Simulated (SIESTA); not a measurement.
**Zr in SIESTA: convergence with vacuum**

Slab: Zr, a slab with vacuum.

```
Zr
1.0
     3.18905    0.00000    0.00000
    -1.59453    2.76180    0.00000
     0.00000    0.00000   16.41540
Zr
5
Direct
  0.66667 0.33333 0.18276
  0.33333 0.66667 0.34138
  0.00000 0.00000 0.50000
  0.66667 0.33333 0.65862
  0.33333 0.66667 0.81724
```

| Property | Result |
| --- | --- |
| Program | SIESTA 5.4.2 |
| Task | single point |
| Functional | LDA |
| Potentials or basis | PseudoDojo 0.4 standard (LDA files) |
| Basis | DZP (energy shift 0.003 Ry; two zetas on semicore shells) |
| Grid cutoff | 800 Ry |
| Energy shift | 0.003 Ry |
| k mesh | 8 × 8 × 1 |
| Occupations | fermi-dirac, width 0.05 eV |
| Spin | no spin polarisation |

These are the settings of the first run; the series varies vacuum, with any setting tied to it.

Hardware: 1 thread of Arm Neoverse V2 (shared host).

**Question.** The values tried are 6, 8, 10, 12, 15, loosest first. From which on does the largest force stay within 0.005 eV/Å of the tightest run that finished?

**Answer.** From 10 on.

```
vacuum  energy less the tightest run, at zero smearing (meV/atom)  largest force (eV/Å)  SCF cycles  CPU time (s)  peak memory (GiB)
     6                                                     -19.70                 0.538          17           190               0.65
     8                                                      -0.25                 0.692          20           210               0.65
    10                                                       0.00                 0.697          20           210               0.67
    12                                                       0.00                 0.697          21           220               0.66
    15                                                       0.00                 0.697          21           220               0.69
```

Against the tightest run, the energy stays within 1 meV/atom from 8 on. The tightest run that finished is the yardstick and may itself not be fully converged.
